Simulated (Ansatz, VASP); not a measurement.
# Ir in VASP and in Ansatz

```
Ir
1.0
     0.00000    1.91970    1.90050
     1.91970    0.00000    1.90050
     1.91970    1.91970    0.00000
Ir
1
Direct
  0.00000 0.00000 0.00000
```

Change from the starting cell: zz strain of -1 %.

Alike in both runs: task single point; functional PBEsol; k mesh 15 × 15 × 15; occupations fermi-dirac, width 0.05 eV; no spin polarisation.

|  | VASP | Ansatz |
| --- | --- | --- |
| version | VASP 6.6.1 | Ansatz 0.2.0 |
| potentials or method | VASP PAW PBE potentials, release 64 (Ir), cutoff 520 eV | all-electron LAPW, scalar-relativistic |

|  | VASP | Ansatz | Ansatz less VASP |
| --- | --- | --- | --- |
| pressure (GPa) | 2.1 | 1.0 | -1.06 |
| largest component of the traceless stress (GPa) | 2.68 | 2.69 | +0.005 |

Ansatz ran all-electron here, so the differences hold the error of VASP's frozen core and of both bases.

Caveats: the PAW data sets were made with another functional, which shifts forces and pressure a little (VASP). The runs have no spin-orbit coupling, so splittings on Ir are missing.
